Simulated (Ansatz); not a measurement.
Input and command of a plane-wave DFT calculation in Ansatz:

```yaml
crystal:
  lattice:
    - [4.8277050007, 0.0, 0.0]
    - [0.0, 4.8277050007, 0.0]
    - [0.0, 0.0, 3.2379909335]
  atoms:
    - { symbol: Sn, position: [0.0006086894, 0.0006086894, 0.0] }
    - { symbol: Sn, position: [0.5045608207, 0.5045608207, 0.5] }
    - { symbol: O, position: [0.3050028429, 0.3050028429, 0.0] }
    - { symbol: O, position: [0.1758186915, 0.7890288649, 0.5] }
    - { symbol: O, position: [0.6917926695, 0.6917926695, 0.0] }
    - { symbol: O, position: [0.7890288649, 0.1758186915, 0.5] }
basis:
  ecutwfc: 420
kpoints:
  mp_grid: { grid: [6, 6, 8] }
hamiltonian:
  xc: pbe
scf:
  occupations: { method: gaussian, width: 0.05 }
output:
  forces: true
  stress: true
  eigenvalues: true
```

```bash
ansatz run input.yaml --threads 2 --pin off --max-ram 5120MiB --backend cpu --events-out ev --progress --plain --runs-dir out
```

Processor: Arm Neoverse V2, 2 threads, on a host shared with other jobs.

Estimate time, memory and problem size.

About 6.2 s on 2 threads of Arm Neoverse V2, on a shared host, peak memory 0.36 GiB. It solves 32 bands at 65 k points (the mesh reduced by symmetry) with about 1495 plane waves, in 6 SCF iterations.
